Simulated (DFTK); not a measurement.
# MoS2 (R3m) in DFTK: reference runs

Reference runs on MoS2: the cell as given.

Everything below comes from runs of DFTK 0.8.2. Logs are shortened: lines on timing, memory, paths and dates and some standing lists are left out, and cuts for length are marked.

**1. The crystal as given**

The structure is trigonal, space group R3m (No. 160). The conventional cell has a = 3.160 Å, b = 3.160 Å, c = 18.450 Å, α = 90.00°, β = 90.00°, γ = 120.00°. Mo (site symmetry 3m) is surrounded by 6 S at 2.39 Å. S (site symmetry 3m) has 3 Mo at 2.39 Å as nearest neighbours. S (site symmetry 3m) has 3 Mo at 2.39 Å as nearest neighbours.

Measurements of this composition are mostly on another form, of space group No. 194.

**2. Single point, PBEsol**

run.jl

```julia
using DFTK
using PseudoPotentialData
using Unitful, UnitfulAtomic
using LinearAlgebra, Printf
include("save.jl")
disable_threading()

# lattice vectors are the columns
lattice = austrip(1u"Å") * [          1.58          -1.58            0.0;
             0.9122134253   0.9122134253  -1.8244268506;
                     6.15           6.15           6.15]
symbols   = [:Mo, :S, :S]
positions = [[0.0, 0.0, 0.0],
             [0.417, 0.417, 0.417],
             [0.25, 0.25, 0.25]]
pseudopotentials = PseudoFamily("dojo.nc.sr.pbesol.v0_4_1.standard.upf")
elements = Dict(s => ElementPsp(s, pseudopotentials) for s in unique(symbols))
atoms    = [elements[s] for s in symbols]

build_model(lattice, positions; symmetries=true) =
    model_DFT(lattice, atoms, positions;
              functionals=PBEsol(),
              temperature=austrip(0.05u"eV"),
              smearing=Smearing.FermiDirac(),
              symmetries)
Ecut  = 40.0  # hartree
kgrid = [10, 10, 10]
tol   = 1e-6
to_GPa = ustrip(uconvert(u"GPa", 1u"hartree/bohr^3"))

model = build_model(lattice, positions)
basis = PlaneWaveBasis(model; Ecut, kgrid)
display(basis)
scfres = self_consistent_field(basis;
                               tol,
                               nbandsalg=AdaptiveBands(model; n_bands_converge=18))
display(scfres.energies)
@printf "Fermi level: %.6f eV\n" ustrip(auconvert(u"eV", something(scfres.εF, NaN)))
forces = compute_forces_cart(scfres)
println("Forces (eV/Å)")
for (s, f) in zip(symbols, forces)
    @printf "%-3s %12.6f %12.6f %12.6f\n" s ustrip.(auconvert.(u"eV/Å", f))...
end
stress = compute_stresses_cart(scfres)
println("Stress (GPa)")
display(round.(stress * to_GPa; digits=4))
println("Levels at the first k-point (eV): ", round.(ustrip.(auconvert.(u"eV", scfres.eigenvalues[1][1:scfres.n_bands_converge])); digits=4))
save_scf!(scfres; forces, stress)
```

Potentials or basis: dojo.nc.sr.pbesol.v0_4_1.standard.upf (PBEsol).

On the command line:

```bash
julia --threads=1 run.jl  # save.jl only writes the numbers to a file and isn't shown; printed stress counts tension as positive; times include loading and compiling
```

Log:

```text
PlaneWaveBasis discretization:

    Ecut                 : 40.0 Ha
    fft_size             : (72, 72, 72), 373248 total points
    kgrid                : MonkhorstPack([10, 10, 10])
    num.   red. kpoints  : 1000
    num. irred. kpoints  : 220

    Discretized Model(gga_x_pbe_sol+gga_c_pbe_sol, 3D):
        lattice (in Bohr)    : [2.98577   , -2.98577  , 0         ]
                               [1.72383   , 1.72383   , -3.44767  ]
                               [11.6218   , 11.6218   , 11.6218   ]
        unit cell volume     : 358.9 Bohr³

        atoms                : MoS₂
        pseudopot. family    : PseudoFamily("dojo.nc.sr.pbesol.v0_4_1.standard.upf")

        num. electrons       : 26
        spin polarization    : none
        temperature          : 0.0018375 Ha
        smearing             : DFTK.Smearing.FermiDirac()

        terms                : Kinetic()
                               AtomicLocal()
                               AtomicNonlocal()
                               Ewald(nothing)
                               PspCorrection()
                               Hartree()
                               Xc(gga_x_pbe_sol, gga_c_pbe_sol)
                               Entropy()
n     Energy            log10(ΔE)   log10(Δρ)   Diag   Δtime
---   ---------------   ---------   ---------   ----   ------
  1   -92.22154801235                   -0.56    5.4     107s
  2   -92.40309536119       -0.74       -1.03    2.0    63.7s
  3   -92.41581446105       -1.90       -1.45    3.6    75.7s
  4   -92.41656681931       -3.12       -2.09    1.6    52.9s
  5   -92.41663162626       -4.19       -2.59    2.6    62.5s
  6   -92.41663802282       -5.19       -3.46    2.2    62.3s
  7   -92.41663830317       -6.55       -3.88    3.8    81.7s
  8   -92.41663830883       -8.25       -4.40    2.0    57.8s
  9   -92.41663831098       -8.67       -5.09    3.0    66.6s
 10   -92.41663831106      -10.08       -5.45    2.9    68.9s
 11   -92.41663831108      -10.75       -6.27    2.0    55.9s
Energy breakdown (in Ha):
    Kinetic             30.0066221
    AtomicLocal         -87.9042309
    AtomicNonlocal      11.6384833
    Ewald               -59.4751985
    PspCorrection       2.4186353
    Hartree             27.4907323
    Xc                  -16.5916818
    Entropy             -0.0000000

    total               -92.416638311078
Fermi level: 8.980769 eV
Forces (eV/Å)
Mo      0.000000    -0.000000     0.086076
S       0.000000     0.000000     0.182220
S       0.000000     0.000000    -0.268341
Stress (GPa)
3×3 StaticArraysCore.SMatrix{3, 3, Float64, 9} with indices SOneTo(3)×SOneTo(3):
 0.5829  -0.0      0.0
 0.0      0.5829   0.0
 0.0     -0.0     -2.3852
Levels at the first k-point (eV): [-52.9261, -27.1259, -26.8844, -26.8844, -6.5616, -4.8175, 1.5047, 5.0756, 5.0756, 6.2209, 6.2209, 7.3095, 7.371, 10.5876, 10.5876, 11.0257, 11.0257, 13.9643]
```

Wall time 19 min (1 thread of AMD EPYC 9R45 (Zen 5), shared host); peak memory 7 GiB.

What came out:

```yaml
Free_energy: -2514.7848 eV
Pressure: 0.4 GPa
Largest_force: 0.268 eV/Å
Band_gap_on_the_k_mesh: 0.91 eV, indirect (least direct gap 1.96 eV)
```

Forces on the atoms (eV/Å):
```
Mo   0.000  0.000  0.086
S    0.000  0.000  0.182
S    0.000  0.000 -0.268
```

A k mesh can miss the band edges. PBEsol gaps usually lie below the measured ones, often by a third to a half.
